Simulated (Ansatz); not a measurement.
Cu₃N: reading a single point

```
CELL_PARAMETERS angstrom
3.83255 0.00000 0.00000
0.00000 3.83255 0.00000
0.00000 0.00000 3.83255
ATOMIC_POSITIONS crystal
N 0.00000 0.00000 0.00000
Cu 0.50000 0.00000 0.00000
Cu 0.00000 0.50000 0.00000
Cu 0.00000 0.00000 0.50000
```

The numbers come from plane-wave PAW DFT (Ansatz): PBE, collinear spin, 420 eV, 6×6×6 Γ-centred k points, tetrahedron occupations. Nothing was relaxed.

The state carries no moments; the state need not be the lowest.

Question: Give the Bader charges.

Answer: Bader charges in e: Cu +0.44, N -1.31. In the mean Cu gives up most and N takes most.

Question: Is there a gap, and of what kind?

Answer: The gap is 0.23 eV, indirect or between spins (the least direct gap found is 0.75 eV).

Question: Is it stable against the elements?

Answer: 0.30 eV an atom against the elements' usual phases (free molecules for gases, crystals otherwise, with no correction for O₂ or N₂), so at this geometry it isn't bound against them. Relaxing would lower it.

Question: Describe some of the short contacts.

Answer: N–Cu at 1.92 Å: least valence density 0.74 e/Å³ and ELF 0.28 there. Both are smooth PAW fields, read partly inside the augmentation spheres.

Question: Is the cell too large or too small?

Answer: The pressure is -0.3 GPa (compression positive), so with the atoms held at these fractions the cell is close to zero pressure.

Origin: a database entry at a rescaled volume. Caveats: empty levels are not fully converged; the input typed no starting moments; forces and stress under tetrahedra may miss the slope of the energy.
